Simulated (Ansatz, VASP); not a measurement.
# ZnS in VASP and in Ansatz

```
Zn S
1.0
     0.00000    2.73756    2.73756
     2.73756    0.00000    2.73756
     2.73756    2.73756    0.00000
Zn S
1 1
Cartesian
  4.1063 4.1063 4.1063
  0.0000 0.0000 0.0000
```

Alike in both runs: task single point; functional revPBE; k mesh 9 × 9 × 9; occupations fermi-dirac, width 0.05 eV; no spin polarisation.

|  | VASP | Ansatz |
| --- | --- | --- |
| version | VASP 6.6.1 | Ansatz 0.2.0 |
| potentials or method | VASP PAW PBE potentials, release 64 (Zn, S) | Ansatz PAW |
| plane-wave cutoff (eV) | 520 | 420 |
| valence electrons in the cell | 18 | 18 |

|  | VASP | Ansatz | Ansatz less VASP |
| --- | --- | --- | --- |
| gap on the k mesh at the Fermi level (eV) | 2.07 | 2.07 | 0.000 |
| least direct gap on the mesh (eV) | 2.07 | 2.07 | 0.000 |
| pressure (GPa) | 0.7 | 0.6 | -0.10 |

Caveats: the PAW data sets were made with another functional, which shifts forces and pressure a little (VASP); odd divisions of the mesh miss points on the zone boundary, where band edges often lie, so the gap on the mesh can be too wide (Ansatz); the PAW data sets come from PBE, with cores solved anew for the run's functional, which leaves a small shift of forces and pressure (Ansatz). revPBE gaps usually lie below the measured ones, often by a third to a half.
